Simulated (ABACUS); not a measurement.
Runs of ABACUS 3.10.1 on MgSe. It takes space group Fm-3m (No. 225, cubic). Conventional cell: a = 5.451 Å, b = 5.451 Å, c = 5.451 Å, α = 90.00°, β = 90.00°, γ = 90.00°. Around Se (site symmetry m-3m) lie 6 Mg at 2.73 Å. Mg (site symmetry m-3m) has 6 Se at 2.73 Å as nearest neighbours. 

```tsv
task	level	potentials or basis	k mesh	cutoff (eV)	radial cutoff of the potentials (pseudo_rcut)	SCF threshold on the density	eigensolver	symmetry key	threshold of the eigensolver	gap on the mesh (eV)	pressure (GPa)	V0 of scaled cells (Å³/atom)	B0 (GPa)
single point	PBE	PseudoDojo NC SR 0.4.1 PBE standard, plane waves	8 × 8 × 8	1184	10 bohr	1e-08	dav	1	-	1.82	2.1	-	-
single point	PBE	PseudoDojo NC SR 0.4.1 PBE standard, DZP LCAO (the cutoffs set its grid)	8 × 8 × 8	1361	10 bohr	1e-07	genelpa	1	-	(a)	3.0	-	-
single point	PBEsol	PseudoDojo NC SR 0.5 PBE stringent, plane waves	6 × 6 × 6	1429	7 bohr	1e-08	dav	1	-	1.77	(c)	-	-
equation of state	PBE	PseudoDojo NC SR 0.4.1 PBE standard, plane waves	8 × 8 × 8	1184	10 bohr	1e-08	dav	1	-	-	-	(b)	61
equation of state	PBE	PseudoDojo NC SR 0.4.1 PBE standard, TZDP LCAO (the cutoffs set its grid)	8 × 8 × 8	1361	10 bohr	1e-07	genelpa	1	-	-	-	21.02	61
single point	r2SCAN	SG15 ONCV 1.2 PBE, plane waves	5 × 5 × 5	1374	7 bohr	1e-08	dav	1	-	2.86	1.4	-	-
equation of state	PBE	PseudoDojo NC SR 0.4.1 PBE standard, DZP LCAO (the cutoffs set its grid)	8 × 8 × 8	1361	10 bohr	1e-07	genelpa	1	-	-	-	21.18	60
single point	PBE	PseudoDojo NC SR 0.4.1 PBE standard, TZDP LCAO (the cutoffs set its grid)	8 × 8 × 8	1361	10 bohr	1e-07	genelpa	1	-	1.81	2.5	-	-
```

Alike in all rows: no spin polarisation; cell as given; smearing fermi-dirac 0.05 eV.

Estimate the missing entries.

(a) 1.73; (b) 20.91; (c) 0.1.

Caveats: the atomic orbitals were generated for these runs and aren't a published set (some runs); the basis of atomic orbitals isn't converged, which shifts pressures, moduli and gaps (some runs); the potentials were made for another functional, which shifts forces and pressure (some runs); an odd mesh through Γ misses points on the zone boundary, where band edges often lie (some runs).

A k mesh can miss the band edges, and the runs leave out spin-orbit coupling on Se.

Not every run made on this cell is shown here.
